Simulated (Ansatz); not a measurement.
## Ru under pressure: fit and missing row

Ru, P6_3/mmc, a = 2.720 Å, c = 4.297 Å. Ansatz: PBE, PAW, 420 eV, Γ-centred 18×18×10 mesh on 2 atoms, Gaussian smearing 0.10 eV; no spin polarisation. Cell and atoms are relaxed at each pressure, and no other structure is tried, so the rows at high pressure may lie past a change of phase.

```
V (Å³/atom) P (GPa)
          ?    59.99
     12.714    29.99
     13.181    15.00
     13.436     8.00
     13.637     2.98
     13.765    -0.01
     13.901    -2.99
```

Problem. Take V0 = 13.765 Å³/atom, count pressures from its P0 = -0.01 GPa, fit the third-order Birch–Murnaghan form to the other rows, and predict the missing volume.

Solution. With the Eulerian strain f = ½[(V0/V)^(2/3) − 1] and y = (P − P0)/[3f(1 + 2f)^(5/2)], the form is the line y = B0 + 1.5 B0 (B0′ − 4) f. Rows (f, y): 0.02719, 322.2; 0.01466, 317.5; 0.00813, 315.4; 0.00312, 314.5; -0.00327, 308.8. Means f = 0.009966, y = 315.68; Σ(Δf)² = 0.0005441, ΣΔfΔy = 0.2205; the slope is their ratio. y = 311.6 + 405.2 f GPa, so B0 = 311.6 GPa and B0′ = 4 + 2 × (405.2)/(3 × 311.6) = 4.87. P = 59.99 GPa is met at f = 0.04803 (y = 331.06), so V = V0 (1 + 2f)^(−3/2) = 11.996 Å³/atom. The run gave 11.989 Å³/atom, so the fit is 0.007 Å³/atom too high, a small miss on the scale of the series. The form still works here, 91 % of the fitted range beyond its end.